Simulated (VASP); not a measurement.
Runs of VASP 6.6.1 on Te2Mo. The cell holds a slab with vacuum, 3 atoms: a = 3.518 Å, b = 3.518 Å, c = 21.605 Å, α = 90.00°, β = 90.00°, γ = 120.00°. 

```tsv
task	level	potentials or basis	spin	cell	cutoff (eV)	dipole correction	gap on the mesh (eV)	largest force (eV/Å)
relaxation of cell and atoms	PBE+D3(BJ)	VASP PAW PBE potentials, release 64 (Te, Mo_sv)	off	relaxed	600	-	1.19	-
band structure	PBE+D3(BJ)	VASP PAW PBE potentials, release 64 (Te, Mo_sv)	SOC, no magnetisation	P-6m2, 76.51 Å³/atom	520	yes	-	(a)
band structure	LDA	VASP PAW LDA potentials, release 64 (Te, Mo_sv)	off	P-6m2, 76.51 Å³/atom	520	yes	1.19	0.46
band structure	r2SCAN	VASP PAW PBE potentials, release 64 (Te, Mo_sv)	off	P-6m2, 76.51 Å³/atom	520	yes	1.28	0.08
```

Alike in all rows: k mesh 12 × 12 × 1; smearing gaussian 0.03 eV.

**Question.** Fill in the values left out.

**Answer.** (a) 0.02.

Caveats: spin-orbit coupling is left out, which moves the levels of the heavy elements (some runs); the PAW data sets were made with another functional, which shifts forces and pressure a little (some runs).

A k mesh can miss the band edges, and rows without SOC leave out spin-orbit coupling on Mo, Te.
